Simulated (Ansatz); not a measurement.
Crystal: NbH2.

```xyz
3
Lattice="0.0000 2.2815 2.2815 2.2815 0.0000 2.2815 2.2815 2.2815 0.0000" Properties=species:S:1:pos:R:3 pbc="T T T"
Nb    0.0000    0.0000    0.0000
H     3.4223    3.4223    3.4223
H     1.1407    1.1407    1.1407
```

Base run:

```yaml
Program: Ansatz 0.2.0
Functional: PBEsol
Potentials_or_basis: Ansatz PAW
Cutoff: 420 eV
Density_cutoff: 1680 eV
k_mesh: 10 × 10 × 10
Occupations: gaussian, width 0.1 eV
Spin: no spin polarisation
```

Its results: band gap on the k mesh none (metal or under the smearing width); pressure -5.4 GPa.

Q: The run is repeated on the same cell with these changes: functional from PBEsol to LDA; occupations from gaussian, width 0.1 eV to gaussian, width 0.02 eV. What comes out?

A: Band gap on the k mesh none (metal or under the smearing width); pressure -8.2 GPa.

Caveats: the PAW data sets come from PBE, with cores solved anew for the run's functional, which leaves a small shift of forces and pressure.

Not every run made on this cell is shown here.
